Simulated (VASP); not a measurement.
# Al27O in VASP: notebook

Runs on Al27O. Level: PBEsol. Tasks: single point.

All numbers are computed with VASP 6.6.1; they aren't measurements. Logs are shortened: lines on timing, memory, paths and dates and some standing lists are left out, and cuts for length are marked.

## (1) The structure

The cell holds a slab with vacuum, 28 atoms: a = 8.591 Å, b = 8.591 Å, c = 17.677 Å, α = 90.00°, β = 90.00°, γ = 60.00°.

The cell was built by a generator and needn't be a form met in nature.

## (2) Single point, PBEsol

INCAR reads:

```
SYSTEM = Al27O
ALGO     = Fast           ! electronic algorithm
EDIFF    = 1E-6           ! SCF threshold, eV
ENCUT    = 520            ! plane-wave cutoff, eV
GGA      = PS             ! functional
ISIF     = 2              ! what is computed and relaxed
ISMEAR   = -1             ! smearing method
LASPH    = .TRUE.         ! aspherical terms in the spheres
LCHARG   = .FALSE.        ! write CHGCAR
LREAL    = Auto         
LWAVE    = .FALSE.        ! write WAVECAR
NBANDS   = 64             ! bands
NELM     = 60             ! most SCF steps
PREC     = Accurate       ! precision mode
SIGMA    = 0.15           ! smearing width, eV
```

KPOINTS reads:

```
k-points
0
G
  2 2 1
  0 0 0
```

POSCAR reads:

```
Al27O
1.0
    8.5913470000      0.0000000000      0.0000000000
    4.2956740000      7.4403250000      0.0000000000
    0.0000000000      0.0000000000     17.6765370000
Al O
27 1
Direct
    0.1111123195      0.1111107378      0.0565721668
    0.4444477091      0.1111107378      0.0565721668
    0.7777830988      0.1111107378      0.0565721668
    0.1111138883      0.4444429511      0.0565721668
    0.4444492779      0.4444429511      0.0565721668
    0.7777730280      0.4444429511      0.0565721668
    0.1111154570      0.7777751644      0.0565721668
    0.4444508467      0.7777751644      0.0565721668
    0.7777745968      0.7777751644      0.0565721668
   -0.1246332311      0.2268718100      0.1857207665
    0.2188832201      0.2450833801      0.1823943231
    0.5425735603      0.2543168477      0.1919833053
   -0.0945819363      0.5800687470      0.1938728157
    0.2382925265      0.5493308424      0.2090058703
    0.5895520770      0.5407425079      0.1867390655
   -0.1148438802      0.8960092469      0.2152118370
    0.1859049110      0.9000278886      0.2026980737
    0.5890789000      0.8891547076      0.1860884855
   -0.0078450458     -0.0291922732      0.3592558882
    0.3025535943      0.0106984574      0.3192310802
    0.6190840429      0.0276869626      0.3286277171
   -0.0059018399      0.3003497831      0.3273322144
    0.3028386449      0.3691639814      0.3250636706
    0.6415386341      0.3580623158      0.3296460161
   -0.0163370417      0.6604684607      0.3518732204
    0.3455233723      0.6679950137      0.3292726398
    0.6633827304      0.6687073481      0.3161139538
    0.7492608369      0.1215269494      0.3790787754
```

Potentials or basis: VASP PAW PBE potentials, release 64 (Al, O).

Run with:

```sh
$ cat potpaw_PBE.64/Al/POTCAR potpaw_PBE.64/O/POTCAR > POTCAR
$ mpirun -np 1 vasp_std > vasp.out
```

OUTCAR:

```text
SYSTEM = Al27O
   EDIFF = 1E-6
   ENCUT = 520
   GGA = PS
   ISIF = 2
   ISMEAR = -1
   LASPH = .TRUE.
   LREAL = Auto
   NELM = 60
   PREC = Accurate

 ion  position               nearest neighbor table
   1  0.111  0.111  0.057-  11 2.86   3 2.86   4 2.86   7 2.86   2 2.86   6 2.86   8 2.86  10 2.88
                            17 3.03
   2  0.444  0.111  0.057-  11 2.79  18 2.84   9 2.86   4 2.86   5 2.86   8 2.86   1 2.86   3 2.86
                            12 3.00
   3  0.778  0.111  0.057-  10 2.78   6 2.86   1 2.86   5 2.86   7 2.86   2 2.86   9 2.86  12 2.97
                            16 3.23
   4  0.111  0.444  0.057-  11 2.67   7 2.86   2 2.86   1 2.86   5 2.86   9 2.86   6 2.86  13 2.88
                            14 3.20
   5  0.444  0.444  0.057-  12 2.78   6 2.86   8 2.86   2 2.86   7 2.86   3 2.86   4 2.86  15 2.93
                            14 3.10
   6  0.778  0.444  0.057-  15 2.69  10 2.80   5 2.86   3 2.86   8 2.86   9 2.86   1 2.86   4 2.86
                            13 3.12
   7  0.111  0.778  0.057-   4 2.86   5 2.86   3 2.86   1 2.86   8 2.86   9 2.86  17 2.98  14 3.19
                            16 3.27
   8  0.444  0.778  0.057-   9 2.86   6 2.86   5 2.86   2 2.86   7 2.86   1 2.86  15 2.91  18 2.98
                            17 3.22
   9  0.778  0.778  0.057-  18 2.69  13 2.85   8 2.86   2 2.86   6 2.86   4 2.86   3 2.86   7 2.86
[... 22 lines left out ...]
                            18 3.18
  21  0.619  0.028  0.329-  28 1.90  20 2.80  16 2.82  23 2.83  18 2.85  27 2.92  24 2.94  12 2.96
                            19 3.04  25 3.17
  22  0.994  0.300  0.327-  20 2.58  24 2.81  10 2.89  19 2.90  23 2.99  27 3.02  25 3.08  11 3.10
                            13 3.18
  23  0.303  0.369  0.325-  14 2.46  25 2.67  26 2.77  21 2.83  24 2.86  12 2.95  11 2.96  22 2.99
                            20 3.08
  24  0.642  0.358  0.330-  28 1.97  26 2.61  27 2.78  22 2.81  12 2.86  23 2.86  15 2.89  21 2.94
                            10 3.08  19 3.22
  25  0.984  0.660  0.352-  23 2.67  19 2.71  27 2.79  16 2.99  13 3.03  22 3.08  14 3.16  26 3.17
                            21 3.17
  26  0.346  0.668  0.329-  24 2.61  14 2.71  27 2.74  23 2.77  20 2.78  17 2.85  19 2.89  15 3.11
                            25 3.17
  27  0.663  0.669  0.316-  26 2.74  15 2.75  24 2.78  25 2.79  13 2.83  18 2.84  21 2.92  22 3.02
                            20 3.02
  28  0.749  0.122  0.379-  19 1.86  21 1.90  24 1.97

  LATTYP: Found a hexagonal cell.
 ALAT       =     8.5913474624
 C/A-ratio  =     2.0574813296

  Lattice vectors:

 A1 = (  -4.2956740000,  -7.4403250000,   0.0000000000)
 A2 = (   8.5913470000,   0.0000000000,   0.0000000000)
 A3 = (   0.0000000000,   0.0000000000,  17.6765370000)

Analysis of symmetry for initial positions (statically):
=====================================================================
 Subroutine PRICEL returns:
 Original cell was already a primitive cell.

 Routine SETGRP: Setting up the symmetry group for a
 hexagonal supercell.

 Subroutine GETGRP returns: Found  1 space group operations
 (whereof  1 operations were pure point group operations)
 out of a pool of 24 trial point group operations.

The static configuration has the point symmetry C_1 .

Analysis of symmetry for dynamics (positions and initial velocities):
=====================================================================
 Subroutine PRICEL returns:
 Original cell was already a primitive cell.

 Routine SETGRP: Setting up the symmetry group for a
 hexagonal supercell.

 Subroutine GETGRP returns: Found  1 space group operations
 (whereof  1 operations were pure point group operations)
 out of a pool of 24 trial point group operations.

The dynamic configuration has the point symmetry C_1 .

 Subroutine INISYM returns: Found  1 space group operations
 (whereof  1 operations are pure point group operations),
 and found     1 'primitive' translations

----------------------------------------------------------------------------------------

                                     Primitive cell

  volume of cell :    1129.9269

  direct lattice vectors                    reciprocal lattice vectors
     8.591347000  0.000000000  0.000000000     0.116396183 -0.067201373  0.000000000
     4.295674000  7.440325000  0.000000000     0.000000000  0.134402731  0.000000000
     0.000000000  0.000000000 17.676537000     0.000000000  0.000000000  0.056572167

  length of vectors
     8.591347000  8.591347462 17.676537000     0.134402738  0.134402731  0.056572167

  position of ions in fractional coordinates (direct lattice)
     0.111112320  0.111110738  0.056572167
     0.444447709  0.111110738  0.056572167
     0.777783099  0.111110738  0.056572167
     0.111113888  0.444442951  0.056572167
     0.444449278  0.444442951  0.056572167
     0.777773028  0.444442951  0.056572167
[... 20 lines left out ...]
     0.663382730  0.668707348  0.316113954
     0.749260837  0.121526949  0.379078775

  ion indices of the primitive-cell ions
   primitive index   ion index
                 1           1
                 2           2
                 3           3
                 4           4
                 5           5
                 6           6
[... 20 lines left out ...]
                27          27
                28          28

----------------------------------------------------------------------------------------

 KPOINTS: k-points

Automatic generation of k-mesh.
 Grid dimensions read from file:
 generate k-points for:    2    2    1

 Generating k-lattice:

  Cartesian coordinates                     Fractional coordinates (reciprocal lattice)
     0.058198092 -0.033600687  0.000000000     0.500000000  0.000000000  0.000000000
     0.000000000  0.067201366  0.000000000     0.000000000  0.500000000  0.000000000
     0.000000000  0.000000000  0.056572167     0.000000000  0.000000000  1.000000000

  Length of vectors
     0.067201369  0.067201366  0.056572167

  Shift w.r.t. Gamma in fractional coordinates (k-lattice)
     0.000000000  0.000000000  0.000000000

 Subroutine IBZKPT returns following result:
 ===========================================

 Found      4 irreducible k-points:

 Following reciprocal coordinates:
            Coordinates               Weight
  0.000000  0.000000  0.000000      1.000000
  0.500000  0.000000  0.000000      1.000000
  0.500000  0.500000  0.000000      1.000000
  0.000000  0.500000  0.000000      1.000000
   k-points           NKPTS =      4   k-points in BZ     NKDIM =      4   number of bands    NBANDS=     64
   number of dos      NEDOS =    301   number of ions     NIONS =     28
   total plane-waves  NPLWV = 573440
   dimension x,y,z NGX =    64 NGY =   64 NGZ =  140
   dimension x,y,z NGXF=   128 NGYF=  128 NGZF=  280
   ions per type =              27   1
   NGX,Y,Z   is equivalent  to a cutoff of  12.38, 12.38, 13.17 a.u.
   NGXF,Y,Z  is equivalent  to a cutoff of  24.77, 24.77, 26.33 a.u.
 SYSTEM =  Al27O
   PREC   = accura    normal or accurate (medium, high low for compatibility)
   ISTART =      0    job   : 0-new  1-cont  2-samecut
   ICHARG =      2    charge: 1-file 2-atom 10-const
   ISPIN  =      1    spin polarized calculation?
   LNONCOLLINEAR =      F non collinear calculations
   LSORBIT =      F    spin-orbit coupling
   LASPH  =      T    aspherical Exc in radial PAW
   ENCUT  =  520.0 eV  38.22 Ry    6.18 a.u.  15.97 15.97 32.87*2*pi/ulx,y,z
   NELM   =     60;   NELMIN=  2; NELMDL= -5     # of ELM steps
   EDIFF  = 0.1E-05   stopping-criterion for ELM
   LREAL  =      T    real-space projection
   EDIFFG = 0.1E-04   stopping-criterion for IOM
   NSW    =      0    number of steps for IOM
   IBRION =     -1    ionic relax: 0-MD 1-quasi-New 2-CG
   NFREE  =      0    steps in history (QN), initial steepest desc. (CG)
   ISIF   =      2    stress and relaxation
   ISYM   =      2    0-nonsym 1-usesym 2-fastsym
   POTIM  = 0.5000    time-step for ionic-motion
   TEBEG  =    0.0;   TEEND  =   0.0 temperature during run
   PSTRESS=    0.0 pullay stress
   NELECT =      87.0000    total number of electrons
   NUPDOWN=      -1.0000    fix difference up-down
   EMIN   =  10.00;   EMAX   =-10.00  energy-range for DOS
   EFERMI =   0.00;   METHOD = LEGACY
   ISMEAR =    -1;   SIGMA  =   0.15  broadening in eV -4-tet -1-fermi 0-gaus
   EFERMI_NEDOS =   21; number of points for ismear=-14 and -15
   IALGO  =     68    algorithm
   IMIX   =      4    mixing-type and parameters
     AMIX     =   0.40;   BMIX     =  1.00
     AMIX_MAG =   1.60;   BMIX_MAG =  1.00
  volume/ion in A,a.u.               =      40.35       272.33
  Fermi-wavevector in a.u.,A,eV,Ry     =   0.696463  1.316123  6.599644  0.485060
  Thomas-Fermi vector in A             =   1.779520
   LORBIT       =      0    0 simple, 1 ext, 2 COOP (PROOUT), +10 PAW based schemes
   GGA     = PS    functional components
   LHFCALC =     F    Hartree Fock is set to
   AEXX    =    0.0000 exact exchange contribution
   IVDW    =     0    specifies the selected vdW correction
   LEPSILON=     F    determine dielectric tensor
   LRPA    =     F    only Hartree local field effects (RPA)
 non-spin polarized calculation
 RMM-DIIS sequential band-by-band and
  energy-cutoff  :      520.00
  volume of cell :     1129.93
 maximum number of plane-waves:     30408
 NGX is ok and might be reduce to    64
   NGX = 31   NGY = 31   NGZ = 65

 number of electron      87.0000000 magnetization

 Free energy of the ion-electron system (eV)
  ---------------------------------------------------
  ext. energy  EPLUGINS =         0.00000000
  ---------------------------------------------------
  free energy    TOTEN  =      -111.22346486 eV

  energy without entropy =     -110.31059271  energy(sigma->0) =     -110.76702879

 E-fermi :   0.7893     XC(G=0):  -5.1615

 val. band max:        0.7455311680   @ k =   0.0000   0.0000   0.0000
 cond. band min:       0.8228021896   @ k =   0.5000   0.5000   0.0000
 fundamental gap:      0.0772710216
 Fermi energy:         0.7893038907

 k-point     1 :       0.0000    0.0000    0.0000
  band No.  band energies     occupation
      1     -18.9006      2.00000
      2      -9.4440      2.00000
      3      -7.8507      2.00000
      4      -7.3232      2.00000
      5      -7.0796      2.00000
      6      -7.0100      2.00000
[... 221 lines left out ...]
     54       2.5820      0.00001
     55       2.6134      0.00001
 [bands above 55 left out]

------------------------ aborting loop because EDIFF is reached ----------------------------------------

  FORCE on cell =-STRESS in cart. coord.  units (eV):
  Direction    XX          YY          ZZ          XY          YZ          ZX
  --------------------------------------------------------------------------------------
  -------------------------------------------------------------------------------------
  Total      -12.5859090    -10.7817126     -6.9185021     -0.4427170     -0.6575964      1.0846723
  in kB      -17.8461614    -15.2879051     -9.8100745     -0.6277495     -0.9324373      1.5380086
  external PRESSURE =     -14.3147137 kB  Pullay stress =       0.0000000 kB

 VOLUME and BASIS-vectors are now :
 -----------------------------------------------------------------------------
  energy-cutoff  :      520.00
  volume of cell :     1129.93
      direct lattice vectors                 reciprocal lattice vectors
     8.591347000  0.000000000  0.000000000     0.116396183 -0.067201373  0.000000000
     4.295674000  7.440325000  0.000000000     0.000000000  0.134402731  0.000000000
     0.000000000  0.000000000 17.676537000     0.000000000  0.000000000  0.056572167

 POSITION                                       TOTAL-FORCE (eV/Angst)
 -----------------------------------------------------------------------------------
      1.43190      0.82670      1.00000         0.143705     -0.095040      0.250144
      4.29570      0.82670      1.00000        -0.085909      0.010524      0.187634
      7.15950      0.82670      1.00000        -0.132280     -0.047292      0.240495
      2.86380      3.30680      1.00000         0.004956      0.142309     -0.034538
      5.72760      3.30680      1.00000        -0.136446      0.173437      0.215158
      8.59130      3.30680      1.00000         0.244264      0.102188     -0.114674
[... 20 lines left out ...]
      8.57190      4.97540      5.58780         0.187045      0.251210      0.381139
      6.95920      0.90420      6.70080        -0.166164      0.360802     -0.660849
 -----------------------------------------------------------------------------------
    total drift:                                0.007675     -0.003694      0.005584

  FREE ENERGIE OF THE ION-ELECTRON SYSTEM (eV)
  ---------------------------------------------------
  free  energy   TOTEN  =      -111.2234648645 eV

  energy  without entropy=     -110.3105927090  energy(sigma->0) =     -110.76702879
```

Wall time 11 min (1 thread of AMD EPYC 7R43 (Zen 3), shared host); peak memory 1.1 GiB.

What came out:

- Free energy: -111.2235 eV
- Largest force: 2.160 eV/Å
- Band gap on the k mesh: none (metal or under the smearing width)

Forces in eV/Å, atoms in the order of the input:
```
Al   0.144 -0.095  0.250
Al  -0.086  0.011  0.188
Al  -0.132 -0.047  0.240
Al   0.005  0.142 -0.035
Al  -0.136  0.173  0.215
Al   0.244  0.102 -0.115
Al   0.165 -0.110  0.608
Al  -0.029  0.084  0.392
Al   0.082 -0.101  0.043
Al   0.613 -0.288  0.232
Al  -0.412 -0.725  0.716
Al  -0.070 -1.081 -0.126
Al  -0.284 -0.764  0.006
Al  -0.137  1.590 -1.455
Al  -0.496  1.258  0.015
Al   0.205  0.025 -0.416
Al   0.821 -0.216 -0.621
Al  -1.178  0.511  0.047
Al   0.068  0.316 -0.471
Al   0.659 -0.415  0.138
Al   0.102  0.044  0.279
Al   0.184  0.950 -0.422
Al  -0.409 -1.164  0.816
Al   0.324 -1.157  0.319
Al  -0.172 -0.231 -0.667
Al  -0.092  0.575  0.103
Al   0.187  0.251  0.381
O   -0.166  0.361 -0.661
```

Levels at points of the mesh, in eV from the Fermi level:
| k point | band 39 | band 40 | band 41 | band 42 | band 43 | band 44 | band 45 | band 46 | band 47 | band 48 |
| --- | --- | --- | --- | --- | --- | --- | --- | --- | --- | --- |
| (0.00, 0.00, 0.00) | -0.66 | -0.59 | -0.54 | -0.48 | -0.25 | -0.04 | 0.06 | 0.19 | 0.33 | 0.35 |
| (0.50, 0.00, 0.00) | -1.02 | -0.74 | -0.37 | -0.28 | -0.16 | 0.08 | 0.17 | 0.36 | 0.59 | 1.00 |
| (0.50, 0.50, 0.00) | -1.00 | -0.72 | -0.35 | -0.25 | -0.21 | 0.03 | 0.14 | 0.52 | 0.70 | 0.85 |
| (0.00, 0.50, 0.00) | -1.15 | -0.71 | -0.40 | -0.33 | -0.18 | 0.04 | 0.22 | 0.57 | 0.67 | 0.92 |

Caveat: the k mesh is coarse (spacing up to 0.42 Å⁻¹), so the values aren't converged; the PAW data sets were made with another functional, which shifts forces and pressure a little; an odd number of electrons without spin polarisation forces a metal; a magnetic or distorted state may lie lower.

(Continued in part 2 of 3.)
